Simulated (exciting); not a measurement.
## CoO: density of states with PBEsol

The system is CoO.

```xyz
2
Lattice="2.5705 0.0000 0.0000 0.0000 2.5705 0.0000 0.0000 0.0000 2.5705" Properties=species:S:1:pos:R:3 pbc="T T T"
Co    0.0000    0.0000    0.0000
O     1.2853    1.2853    1.2853
```

Measurements of this composition are mostly on another form, of space group No. 225.

```
Program                                  : exciting (release sodium)
Task                                     : density of states
Functional                               : PBEsol
Potentials or basis                      : all-electron LAPW+lo, shipped species files, valence relativity iora*
rgkmax                                   : 6.5
k mesh                                   : 8 × 8 × 8
Occupations                              : fermi-dirac, width 0.0272 eV
Spin                                     : collinear spin, ferromagnetic start
outputlevel                              : normal
DOS window about the Fermi level (Ha)    : [-0.3, 0.3] Ha
reducebf                                 : 0.5
gmaxvr (cutoff of density and potential) : 14 1/bohr
lmaxapw (and lmaxmat)                    : 10
lmaxvr                                   : 8
nempty                                   : 24
Valence relativity                       : iora*
epsengy                                  : 1e-05 Ha
epspot                                   : 1e-05 Ha
maxscl                                   : 90
Muffin-tin radii                         : Co 2.0, O 1.45 bohr
```

The band gap on the k mesh is none (metal or under the smearing width) and the net moment is 3.00 μB per cell. The site moments are Co +2.49; O +0.44 μB and the all electrons inside the program's atomic spheres are Co 25.08; O 6.60 (radii Co 2.0, O 1.45 bohr).

Levels at points of the mesh, in eV from the Fermi level:
Spin up:
```csv
k point,band 8,band 9,band 10,band 11,band 12,band 13,band 14,band 15,band 16,band 17
"(0.00, 0.00, 0.00)",-3.03,-3.03,-2.42,-2.42,-2.42,0.95,15.75,15.75,20.61,20.61
"(0.50, 0.00, 0.00)",-4.14,-2.33,-1.59,-0.23,-0.23,6.37,8.44,16.32,17.96,17.96
"(0.50, 0.50, 0.00)",-3.07,-3.05,-3.05,-2.06,-1.54,5.87,11.48,11.48,17.27,25.45
"(0.50, 0.50, 0.50)",-1.50,-1.50,-0.17,-0.17,-0.17,6.72,6.72,6.72,15.42,22.68
```
Spin down:
| k point | band 6 | band 7 | band 8 | band 9 | band 10 | band 11 | band 12 | band 13 |
| --- | --- | --- | --- | --- | --- | --- | --- | --- |
| (0.00, 0.00, 0.00) | -2.67 | -2.19 | -2.19 | -2.19 | 0.46 | 0.46 | 0.46 | 1.68 |
| (0.50, 0.00, 0.00) | -3.20 | -3.20 | -2.18 | 0.57 | 0.64 | 1.88 | 1.88 | 6.88 |
| (0.50, 0.50, 0.00) | -6.09 | -2.25 | -1.16 | -0.47 | -0.33 | -0.33 | 0.87 | 7.00 |
| (0.50, 0.50, 0.50) | -6.62 | -6.62 | 0.92 | 0.92 | 2.21 | 2.21 | 2.21 | 7.12 |

States per cell in windows of 0.5 eV (zero at the Fermi level; states under -8 eV left out):
```csv
from (eV),up,down,Co1 d,Co1 d down,O2 p down,O2 p,Co1 s,Co1 s down
-8.0,0.27,0.10,0.04,0.01,0.03,0.10,0.01,0.01
-7.5,0.48,0.13,0.09,0.01,0.05,0.18,0.01,0.01
-7.0,0.30,0.29,0.06,0.03,0.11,0.12,0.01,0.01
-6.5,0.28,0.41,0.06,0.05,0.16,0.11,0.00,0.01
-6.0,0.28,0.28,0.07,0.03,0.12,0.10,0.00,0.01
-5.5,0.28,0.24,0.09,0.03,0.10,0.10,0.00,0.00
-5.0,0.36,0.24,0.15,0.04,0.10,0.12,0.00,0.00
-4.5,0.52,0.22,0.25,0.04,0.09,0.15,0.00,0.00
-4.0,0.64,0.28,0.49,0.06,0.12,0.06,0.00,0.00
-3.5,0.33,0.33,0.27,0.07,0.15,0.02,0.00,0.00
-3.0,1.26,0.36,1.10,0.09,0.17,0.04,0.00,0.00
-2.5,0.63,0.26,0.52,0.16,0.05,0.04,0.00,0.00
-2.0,0.79,0.51,0.61,0.39,0.03,0.11,0.00,0.00
-1.5,0.51,0.23,0.33,0.18,0.01,0.13,0.00,0.00
-1.0,0.59,0.20,0.30,0.16,0.01,0.23,0.00,0.00
-0.5,0.28,0.89,0.15,0.77,0.02,0.11,0.00,0.00
0.0,0.00,0.92,0.00,0.79,0.03,0.00,0.00,0.00
0.5,0.00,0.87,0.00,0.73,0.08,0.00,0.00,0.00
1.0,0.00,0.61,0.00,0.45,0.12,0.00,0.00,0.00
1.5,0.01,0.52,0.00,0.34,0.14,0.00,0.00,0.00
2.0,0.01,0.07,0.00,0.05,0.02,0.00,0.00,0.00
2.5,0.02,0.01,0.00,0.00,0.00,0.00,0.00,0.00
3.0,0.02,0.01,0.00,0.00,0.00,0.00,0.00,0.00
3.5,0.03,0.01,0.00,0.00,0.00,0.01,0.01,0.00
4.0,0.03,0.02,0.00,0.00,0.00,0.01,0.01,0.00
4.5,0.04,0.03,0.00,0.00,0.01,0.01,0.01,0.01
5.0,0.06,0.04,0.00,0.00,0.01,0.02,0.01,0.01
5.5,0.09,0.05,0.00,0.00,0.01,0.03,0.02,0.01
6.0,0.32,0.06,0.02,0.00,0.02,0.06,0.09,0.01
6.5,0.29,0.10,0.02,0.00,0.03,0.06,0.07,0.02
7.0,0.08,0.41,0.00,0.04,0.07,0.01,0.01,0.10
7.5,0.04,0.24,0.00,0.02,0.05,0.01,0.00,0.05
```

Wall time 3.2 min on 1 thread of Arm Neoverse V1 (shared host), peak memory 0.15 GiB.

Caveat: the log's total energy holds no entropy term; the free energy is that total less TS from the occupations; a cell with one magnetic atom can't hold antiferromagnetic order, which such compounds often take; semilocal functionals often make such compounds metallic where correlation or magnetic order opens a gap, which also shifts bond lengths. With open d or f shells a metallic result of PBEsol can be an artefact of self-interaction; +U or a hybrid may open a gap.
